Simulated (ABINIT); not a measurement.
Runs of ABINIT 10.8.3 (patched build) on Nb. The structure is cubic, space group Im-3m (No. 229). The conventional cell has a = 3.328 Å, b = 3.328 Å, c = 3.328 Å, α = 90.00°, β = 90.00°, γ = 90.00°. Around Nb (site symmetry m-3m) lie 8 Nb at 2.88 Å. 

| task | level | potentials or basis | spin | k mesh | cutoff (eV) | fine-grid cutoff | dispersion computed by | gap on the mesh (eV) | pressure (GPa) | V0 of scaled cells (Å³/atom) | B0 (GPa) |
| --- | --- | --- | --- | --- | --- | --- | --- | --- | --- | --- | --- |
| equation of state | BLYP | JTH PAW PBE v2.0 | off | 11 × 11 × 11 | 435 | 870.764 eV | - | - | - | 18.89 | 158 |
| band structure | BP86 | JTH PAW PBE v2.0 | SOC, no magnetisation | 11 × 11 × 11 | 435 | 870.764 eV | - | none | -2.4 | - | - |
| equation of state | SOGGA | JTH PAW PBE v2.0 | off | 11 × 11 × 11 | 435 | 870.764 eV | - | - | - | 17.49 | (a) |
| band structure | BLYP | JTH PAW PBE v2.0 | off | 11 × 11 × 11 | 435 | 870.764 eV | - | none | 3.6 | - | - |
| equation of state | PW91+D4 | JTH PAW PBE v2.0 | off | 11 × 11 × 11 | 435 | 870.764 eV | dftd4 4.3.1 | - | - | 17.95 | (b) |
| single point | r2SCAN | JTH PAW PBE v2.0 | off | 9 × 9 × 9 | 517 | 1034.03 eV | - | none | -4.4 | - | - |
| band structure | LDA-PZ | JTH PAW LDA v2.0 | off | 11 × 11 × 11 | 408 | 816.342 eV | - | none | - | - | - |
| single point | PBEsol | JTH PAW PBE v2.0 | off | 9 × 9 × 9 | 435 | 870.764 eV | - | none | -9.1 | - | - |
| equation of state | PW91 | JTH PAW PBE v2.0 | off | 11 × 11 × 11 | 435 | 870.764 eV | - | - | - | 18.19 | (c) |
| band structure | PBEsol | PseudoDojo NC SR PBEsol v0.4 stringent | off | 11 × 11 × 11 | 1116 | - | - | none | -7.7 | - | - |

Alike in all rows: cell as given; smearing fermi-dirac 0.05 eV.

Q: Fill in the values left out.

A: (a) 185; (b) 174; (c) 171.

Caveats: the PAW data sets were made with another functional, which shifts forces and pressure a little (some runs); pressures at fixed basis lie under the slope of the energies (some runs).

A k mesh can miss the band edges, and rows without SOC leave out spin-orbit coupling on Nb.

A gap of «none» marks a metal or a gap under the smearing width.

Runs at the PBE level aren't shown here.
